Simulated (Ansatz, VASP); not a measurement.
One calculation of AlCu, two programs

File INCAR:

```
PREC = Accurate ; ENCUT = 520
EDIFF = 1E-7 ; ISMEAR = 0
SIGMA = 0.15 ; LREAL = F
LASPH = T ; NELM = 100
ALGO = Fast ; ISIF = 2
LWAVE = F ; LCHARG = T
LELF = T ; LVHAR = T
NBANDS = 14
```

The input KPOINTS:

```
Automatic mesh
0
Gamma
  16 16 16
```

POSCAR

```
AlCu
1.0
    2.9975090000     -0.0299750900      0.0000000000
   -0.0299750900      2.9975090000      0.0000000000
    0.0000000000      0.0000000000      2.9975090000
Al Cu
1 1
Direct
    0.0000000000      0.0000000000      0.0000000000
    0.5000000000      0.5000000000      0.5000000000
```

Input for Ansatz:

```yaml
crystal:
  lattice:
    - [2.997509, -0.02997509, 0.0]
    - [-0.02997509, 2.997509, 0.0]
    - [0.0, 0.0, 2.997509]
  atoms:
    - { symbol: Al, position: [0.0, 0.0, 0.0] }
    - { symbol: Cu, position: [0.5, 0.5, 0.5] }
basis:
  ecutwfc: 420
kpoints:
  mp_grid: { grid: [16, 16, 16] }
hamiltonian:
  xc: lda
scf:
  occupations: { method: gaussian, width: 0.15 }
output:
  forces: true
  stress: true
  eigenvalues: true
```

Change from the starting cell: strain -0.0200 x Voigt [0, 0, 0, 0, 0, 1], atoms carried along.

Alike in both runs: task single point; functional LDA; k mesh 16 × 16 × 16; occupations gaussian, width 0.15 eV; no spin polarisation.

|  | VASP | Ansatz |
| --- | --- | --- |
| version | VASP 6.6.1 | Ansatz 0.2.0 |
| potentials or method | VASP PAW LDA potentials, release 64 (Al, Cu) | scalar-relativistic, plane waves, PAW |
| plane-wave cutoff (eV) | 520 | 420 |
| valence electrons in the cell | 14 | 22 |

```tsv
	VASP	Ansatz	Ansatz less VASP
gap on the k mesh at the Fermi level (eV)	none	none	-
pressure (GPa)	-8.1	-8.6	-0.51
largest component of the traceless stress (GPa)	0.44	0.43	-0.001
```

A gap of «none» marks a metal or a gap that the smearing closes. The two sets of potentials don't hold the same shells in valence.
